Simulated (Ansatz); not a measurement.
# Ta: a tetragonal deformation path

One table from this session's results is given with a row withheld; the runs are named, their logs left out.

Computed with Ansatz 0.2.0 (DFT PBE, scalar-relativistic, plane waves, PAW, unless a step's input says otherwise).

## The starting structure

It takes space group Im-3m (No. 229, cubic). The conventional cell has a = 3.303 Å, b = 3.303 Å, c = 3.303 Å, α = 90.00°, β = 90.00°, γ = 90.00°. Around Ta (site symmetry m-3m) lie 8 Ta at 2.86 Å.

Structure file:

```cif
data_structure
_symmetry_space_group_name_H-M 'Im-3m'
_symmetry_Int_Tables_number 229
_cell_length_a 3.3026
_cell_length_b 3.3026
_cell_length_c 3.3026
_cell_angle_alpha 90.000
_cell_angle_beta 90.000
_cell_angle_gamma 90.000
_cell_volume 36.02
loop_
_atom_site_label
_atom_site_type_symbol
_atom_site_symmetry_multiplicity
_atom_site_Wyckoff_symbol
_atom_site_fract_x
_atom_site_fract_y
_atom_site_fract_z
_atom_site_occupancy
Ta1 Ta 2 a 0.00000 0.00000 0.00000 1
```

The cell is taken as given, not relaxed at this level.

## Zero of energy

The reference gives a free energy of -9932.2551 eV, pressure 3.15 GPa, largest force 0.000 eV/Å and gap on the mesh none (metal). It was computed beforehand with the settings of the runs below.

Set-up of the first run:

At fixed volume and fractional coordinates, lengths along (0.000, 0.000, 1.000) are scaled against those across it; ρ is that ratio over its starting value.

input.yaml

```yaml
crystal:
  lattice:
    - [-1.8535924404, 1.8535924404, 1.3104898553]
    - [1.8535924404, -1.8535924404, 1.3104898553]
    - [1.8535924404, 1.8535924404, -1.3104898553]
  atoms:
    - { symbol: Ta, position: [0.0, 0.0, 0.0] }
basis:
  ecutwfc: 420
kpoints:
  mp_grid: { grid: [22, 22, 22] }
hamiltonian:
  xc: pbe
scf:
  occupations: { method: gaussian, width: 0.15 }
output:
  forces: true
  stress: true
  eigenvalues: true
  write_density: true
  write_potential: true
  elf: true
  volumetric_format: npy
```

Command:

```sh
$ ansatz run input.yaml --threads 1 --pin off --max-ram 2560MiB --backend cpu --events-out ev --progress --plain --runs-dir out
```

Among the steps run: Point ρ = 0.707; Point ρ = 1.414; At ρ = 0.850; Point ρ = 1.200; ρ = 0.780; At ρ = 1.300; At ρ = 0.920; ρ = 1.100; ρ = 0.650; Point ρ = 1.500; At ρ = 0.960; Point ρ = 1.050.

One of the session's tables, all rows but one given; the rest of the session is left out.

It belongs to the step «The scan collected». 

| ρ | ΔE (meV/atom) | pressure (GPa) |
| --- | --- | --- |
| 0.650 | 614.5 | 16.8 |
| 0.707 | 425.7 | 11.3 |
| 0.780 | 213.1 | 8.3 |
| 0.850 | 81.4 | 5.5 |
| 0.920 | 25.5 | 3.6 |
| 0.960 | 6.5 | 3.3 |
| 1.000 | 0.0 | 3.2 |
| 1.050 | 9.2 | 3.3 |
| 1.100 | 35.4 | 3.9 |
| 1.200 | 120.6 | 5.8 |
| 1.300 | 214.5 | 7.9 |
| 1.414 | ? | ? |
| 1.500 | 241.8 | 8.5 |

Estimate the missing values for ρ = 1.414.

Worked estimate for «ΔE (meV/atom)». A straight line through the neighbours (1.300, 214.5) and (1.500, 241.8) gives 214.5 + (241.8 − 214.5) × (1.414 − 1.300) / (1.500 − 1.300) = 230.1; a parabola fitted to 3 rows on both sides gives 256.3.

**Answer.** ΔE (meV/atom): 260.5; pressure (GPa): 9.2. In «ΔE (meV/atom)» the line misses by -30.4 and the parabola by -4.2.
